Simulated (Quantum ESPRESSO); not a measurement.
A run of Quantum ESPRESSO 7.5 is set up as follows.

pw.in

```
&CONTROL
  calculation = 'vc-relax'
  prefix = 'pwscf'
  outdir = './tmp'
  pseudo_dir = './pseudo'
  tprnfor = .true.
  tstress = .true.
  disk_io = 'low'
  nstep = 40
  forc_conv_thr = 0.0004
  etot_conv_thr = 1d-05
/
&SYSTEM
  ibrav = 0
  nat = 1
  ntyp = 1
  ecutwfc = 45
  ecutrho = 360
  nbnd = 14
  occupations = 'smearing'
  smearing = 'fd'
  degauss = 0.00367493
/
&ELECTRONS
  conv_thr = 2d-10
  electron_maxstep = 120
  mixing_beta = 0.5
/
&IONS
  ion_dynamics = 'bfgs'
/
&CELL
  cell_dynamics = 'bfgs'
  press = 0
  press_conv_thr = 0.3
/
ATOMIC_SPECIES
Pd   106.4200 pd_pbesol_v1.4.uspp.F.UPF
CELL_PARAMETERS angstrom
   0.0000000000    1.9465000000    1.9465000000
   1.9465000000    0.0000000000    1.9465000000
   1.9465000000    1.9465000000    0.0000000000
ATOMIC_POSITIONS angstrom
Pd     0.0000000000    0.0000000000    0.0000000000
K_POINTS automatic
12 12 12 0 0 0
```

Potentials or basis: GBRV 1.5 PBEsol.

The run is started by

```sh
$ OMP_NUM_THREADS=1 mpirun -n 2 pw.x -nk 2 -in pw.in > pw.out
```

**Question.** What does it give for the relaxed volume?

**Answer.** 14.57 Å³/atom.

**Question.** Estimate the band gap on the k mesh.

**Answer.** None (metal or under the smearing width).

**Question.** Estimate the space group after relaxing (to 0.05 Å).

**Answer.** Fm-3m (No. 225).

**Question.** What does it give for the relaxed cell?

**Answer.** a = 2.742 Å, b = 2.742 Å, c = 2.742 Å, α = 60.00°, β = 60.00°, γ = 60.00°.

Final structure:
```xyz
1
Lattice="0.0000 1.9386 1.9386 1.9386 0.0000 1.9386 1.9386 1.9386 0.0000" Properties=species:S:1:pos:R:3 pbc="T T T"
Pd    0.0000    0.0000    0.0000
```
